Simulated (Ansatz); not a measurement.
The system is MoS2.

```
CELL_PARAMETERS angstrom
1.58000 0.91221 6.15000
-1.58000 0.91221 6.15000
0.00000 -1.82443 6.15000
ATOMIC_POSITIONS crystal
Mo 0.00000 0.00000 0.00000
S 0.41700 0.41700 0.41700
S 0.25000 0.25000 0.25000
```

Measurements of this composition are mostly on another form, of space group No. 194.

```yaml
Program: Ansatz 0.2.0
Task: relaxation of cell and atoms
Functional: r2SCAN
Potentials_or_basis: Ansatz PAW
Cutoff: "500 eV (not typed: the program's choice for these potentials)"
k_mesh: 10 × 10 × 10
Occupations: fermi-dirac, width 0.05 eV
Spin: no spin polarisation
Hubbard_terms: Mo d U = 4 eV
```

At the start: volume 17.73 Å³/atom.

Problem. Where does the relaxation end?

Solution. It ends after 7 steps and the volume is 19.03 Å³/atom (+7.4 %); space group R3m (No. 160, to 0.05 Å).

Step by step:
```csv
step,energy change (eV),largest force (eV/Å),volume (Å³)
1,0.0000,0.3516,53.18
2,-0.0121,0.2712,57.59
3,-0.0270,0.0542,56.57
4,-0.0277,0.0041,56.71
5,-0.0278,0.0059,56.96
6,-0.0278,0.0021,57.10
7,-0.0287,0.0022,57.10
```

Final structure:
```cif
data_structure
_symmetry_space_group_name_H-M 'P 1'
_symmetry_Int_Tables_number 1
_cell_length_a 6.7432
_cell_length_b 6.7432
_cell_length_c 6.7432
_cell_angle_alpha 27.348
_cell_angle_beta 27.348
_cell_angle_gamma 27.348
_cell_volume 57.10
loop_
_atom_site_label
_atom_site_type_symbol
_atom_site_fract_x
_atom_site_fract_y
_atom_site_fract_z
_atom_site_occupancy
Mo1 Mo 0.00011 0.00011 0.00011 1
S1 S 0.41314 0.41314 0.41314 1
S2 S 0.25376 0.25376 0.25376 1
```

Caveat: the plane-wave basis is chosen anew once the cell has moved, so the energies of steps on either side of that aren't comparable; the PAW data sets come from PBE, with cores solved anew for the run's functional, which leaves a small shift of forces and pressure.
